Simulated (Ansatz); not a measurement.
**Point defect: H interstitial in GaN**

Computed with DFT PBE, scalar-relativistic, plane waves, PAW (Ansatz). Run with 420 eV cutoff, 2×2×2 k-mesh, shifted by half a step, Gaussian smearing of 0.01 eV, collinear spin in charge 0 alone.

Host crystal, relaxed:

```xyz
4
Lattice="3.2184 0.0000 0.0000 -1.6092 2.7872 0.0000 0.0000 0.0000 5.2432" Properties=species:S:1:pos:R:3 pbc="T T T"
Ga    1.6092    0.9291    2.6170
Ga    0.0000    1.8581    5.2386
N     1.6092    0.9291    4.5923
N     0.0000    1.8581    1.9707
```

Supercell of 36 atoms, rows in host cell vectors: 1 2 -1; 1 -1 -1; -2 -1 -1. Atoms relax at the host's cell from a start displaced at random by 0.06 Å near the defect, so other minima may exist. The cell is small, so energies carry finite-size errors of tenths of an eV. The host's Kohn–Sham gap is 1.71 eV. Atoms are taken from and returned to the elements' standard states. Charged cells are corrected for image charges with the computed static dielectric tensor (mean 10.9) and aligned with the host's potential at far atoms (alignment terms reach 0.09 eV; the program doubts the alignment in some charges, where it is up to 0.03 eV). No band-filling term is added, and the Fermi level counts from the host's valence band top.

Defect: H interstitial set at (0.000, 0.000, 0.167) of the host cell. In charge +1 some atom moved by up to 1.0 Å, so the relaxed defect can differ in kind from the start. Before relaxation its nearest neighbours are 3 Ga at 2.06 Å, 3 N at 2.16 Å, 3 N at 2.40 Å.

```tsv
charge	E_f at the valence band top (eV)	over the neutral state (eV)	moment (μB)	largest move (Å)	atoms near the site
+1	0.18	-2.64	0.00	1.02	1 N at 1.04 Å
0	2.82	0.00	1.00	0.03	3 Ga at 2.03 Å, 3 N at 2.19 Å, 2 N at 2.42 Å, 1 N at 2.43 Å
-1	4.11	1.29	0.00	0.19	3 Ga at 1.85 Å, 3 N at 2.33 Å, 3 N at 2.38 Å
```

Among the charges computed the stable one is +1 at the valence band top and stays so across the gap. Other sites of the defect weren't tried.